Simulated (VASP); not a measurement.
Write the native input for VASP 6.6.1 that does the following.

- Task: relaxation of the atoms
- Functional: LDA
- Potentials or basis: VASP PAW LDA potentials, release 64 (Si)
- Cutoff: 520 eV
- k mesh: 10 × 10 × 10
- Occupations: gaussian, width 0.01 eV
- Spin: no spin polarisation
- Further INCAR settings: ALGO = Normal; EDIFF = 1e-06; IBRION = 2; EDIFFG = -0.01; NSW = 60

The structure of Si lies in POSCAR:

```
Si
1.0
    0.0577217258      2.7663982742      2.6762435158
    2.7663982742      0.0577217258      2.6762435158
    2.8241200000      2.8241200000      0.0000000000
Si
2
Direct
    0.0000000000      0.0000000000      0.0000000000
    0.2500000000      0.2500000000      0.2500000000
```

One way to write it, as run:

INCAR

```
ALGO = Normal
EDIFF = 1E-6
EDIFFG = -0.01
ENCUT = 520
GGA = CA
IBRION = 2
ISIF = 2
ISMEAR = 0
LASPH = T
LCHARG = F
LREAL = F
LWAVE = F
NELM = 80
NSW = 60
PREC = Accurate
SIGMA = 0.01
```

KPOINTS

```
k-points
0
Gamma
  10 10 10
```

Potentials or basis: VASP PAW LDA potentials, release 64 (Si).

Launch:

```bash
$ cat potpaw_LDA.64/Si/POTCAR > POTCAR
$ mpirun -np 1 vasp_std > vasp.out
```

It gave:

```json
{"Energy gained by relaxing": "2.5 meV/atom", "Ionic steps": "3", "Pressure after relaxing": "-3.4 GPa", "Band gap on the k mesh": "0.05 eV, indirect (least direct gap 2.08 eV)"}
```

Run time: 37 s on 1 thread of Intel(R) Xeon(R) 6975P-C (Granite Rapids), with other jobs on the host, peak memory 0.17 GiB.
